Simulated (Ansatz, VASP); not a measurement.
## One calculation of SiC, two programs

```
Si C
1.0
    -0.00237    2.15889    2.18329
     2.15889   -0.00237    2.18329
     2.15652    2.15652    0.00000
Si C
1 1
Direct
  0.99989 0.99989 0.00011
  0.25011 0.25011 0.24989
```

Change from the starting cell: strained cell.

Alike in both runs: functional r2SCAN; k mesh 10 × 10 × 10; occupations gaussian, width 0.02 eV; no spin polarisation.

Ansatz relaxed the structure, and its values are those at the end. VASP's run is a single point on that final structure, the one shown.

```csv
,VASP,Ansatz
version,VASP 6.6.1,Ansatz 0.2.0
potentials or method,"VASP PAW PBE potentials, release 64 (Si, C)","scalar-relativistic, plane waves, PAW"
plane-wave cutoff (eV),520,500
valence electrons in the cell,8,8
```

```csv
,VASP,Ansatz,Ansatz less VASP
gap on the k mesh at the Fermi level (eV),1.64,1.63,-0.014
least direct gap on the mesh (eV),5.05,5.04,-0.009
pressure (GPa),3.4,3.7,+0.24
```

Ansatz warned: «stress_scf_threshold_loose».

Caveats: the PAW data sets were made with another functional, which shifts forces and pressure a little (VASP). A k mesh can miss the band edges.
